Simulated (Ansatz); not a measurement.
An Ansatz input:

```yaml
crystal:
  lattice:
    - [4.358194543, 0.0, 0.0]
    - [-2.1790972715, 3.7743071889, 0.0]
    - [0.0, 0.0, 2.6753930997]
  atoms:
    - { symbol: Rh, position: [1.0, 0.0, 0.0] }
    - { symbol: Rh, position: [0.3333333333, 0.6666666667, 0.5] }
    - { symbol: Rh, position: [0.6666666667, 0.3333333333, 0.5] }
hamiltonian:
  xc: revpbe
  pseudopotentials:
    kind: paw
    azcp:
      Rh: "pseudopotentials/Rh.paw.azcp"
basis:
  ecutwfc: 420
  fft_grid_basis: typed
kpoints:
  mp_grid: { grid: [11, 11, 15], shift: [0, 0, 0] }
magnetization:
  spin_polarized: false
scf:
  occupations: { method: fermi_dirac, width: 0.1 }
```

and its output:

```
Engine: ansatz 0.2.0, x86_64-unknown-linux-gnu
Pseudopotentials: kind: paw
Pseudopotential: Rh, paw, valence charge 17, recommended cutoff 420 eV (normal) 
Functional definition: revPBE
  parameter kappa = 1.245
  parameter beta = 0.06672455060314922
  exchange = pbe_x(kappa = kappa, mu = beta*pi^2/3)
  correlation = pbe_c(beta = beta)
Crystal: 3 atoms, lattice volume = 44.008 Å³
Basis set: ecut = 420 eV, 903 PW (Γ)
Bands: 31, of which v1, the nominal top of the filled ones, is band 26 counted from 1 (25 counted from 0)
Symmetry: 24 space group operations
Space group: P6/mmm (ITA 191), of the structure as read, at distance tolerance 3.5e-5 Å
k-points: 128 of 1815
Non-local potential: Rh, projectors of the file, l = 0: 3, l = 1: 2, l = 2: 2, l = 3: 1
PAW form: soft (Blöchl's): semilocal exchange-correlation on the pseudo side does not see the compensation charge
PAW frozen core: Rh, regenerated for the run's functional, and the local potential with it (the file was generated under x = pbe(κ = 0.804, μ = 0.2195149727645171), c = pbe(β = 0.06672455060314922))
PAW one-centre angular grid: Rh, 590 points (default); XC on 64 Gauss nodes
Initial density: superposition of atomic densities (neutral atoms: chi_scale 0, normalization atom), corrected by the library's trained network
Initial wavefunctions: pseudopotential atomic-orbital guess
Functional: x = revpbe(κ = 1.245, μ = 0.2195149727645171), c = pbe(β = 0.06672455060314922)
SCF iter   1: F=—  HF=-19224.083241 eV  |F-HF|=—  |Δ(HF+E_count)|=         —  Δρ=8.45e-3  dr2=1.77e-2  ethr=1.77e-3  ⟨swp⟩=5.0  Hψ=13346  notcnv=0
SCF iter   2: F=—  HF=-19224.086254 eV  |F-HF|=—  |Δ(HF+E_count)|=   3.01e-3  Δρ=5.08e-3  dr2=1.20e-2  ethr=3.46e-5  ⟨swp⟩=2.1  Hψ=6090  notcnv=0
SCF iter   3: F=—  HF=-19224.086582 eV  |F-HF|=—  |Δ(HF+E_count)|=   3.28e-4  Δρ=8.43e-4  dr2=4.54e-4  ethr=2.35e-5  ⟨swp⟩=1.0  Hψ=3968  notcnv=0
SCF iter   4: F=—  HF=-19224.086558 eV  |F-HF|=—  |Δ(HF+E_count)|=   2.46e-5  Δρ=4.57e-4  dr2=5.21e-5  ethr=8.91e-7  ⟨swp⟩=2.4  Hψ=6249  notcnv=0
SCF iter   5: F=—  HF=-19224.086549 eV  |F-HF|=—  |Δ(HF+E_count)|=   8.47e-6  Δρ=6.04e-5  dr2=9.73e-7  ethr=1.02e-7  ⟨swp⟩=1.9  Hψ=6049  notcnv=0
SCF iter   6: F=-19224.086549 eV  HF=-19224.086549 eV  |F-HF|=9.50e-9  |Δ(HF+E_count)|=   1.81e-7  Δρ=1.52e-5  dr2=3.63e-8  ethr=1.96e-10  ⟨swp⟩=2.8  Hψ=8576  notcnv=0
SCF 1 converged in 6 iterations: F = -19224.086549 eV  dr2 = 3.63e-8
SCF converged after 6 iterations
Free energy (F): -19224.086549 eV
Harris-Foulkes:  -19224.086549 eV  (|F-HF|=9.50e-9)
Internal energy: -19223.888621 eV  (E = F + TS)
E sigma→0 (E₀):  -19223.987585 eV
Entropy (-TS):   -0.197928 eV (-65.976 meV/atom)
Fermi energy:    20.690852 eV
--- Per-component energies (eV) ---
  E_band       = -330.185559
  E_kinetic    = 1717.016265
  E_local      = -4956.253399  (includes V_loc(G=0)·N_el)
  E_nonlocal   = 1063.890054
  E_hartree    = 1745.589313
  E_xc         = -664.384987
  E_vxc        = -833.116901  (∫ρ·V_xc dr)
  E_paw        = -10777.052692  (= ΣΔE_a)
  E_vpaw       = -812.908802  (= ΣTr[D̂ρ^β])
  E_aug_tail   = 0.002708  (compensation charges beyond the density's cutoff)
  E_ewald      = -7352.471296
  E_core_change = -0.224588  (= ΣΔE_core)
  E_smearing   = -0.197928  (= −TS)
  E_closure    = 0.000000  (closes the sum)
  Σ components = -19224.086549   (vs F -19224.086549, Δ=0.00e0)
```
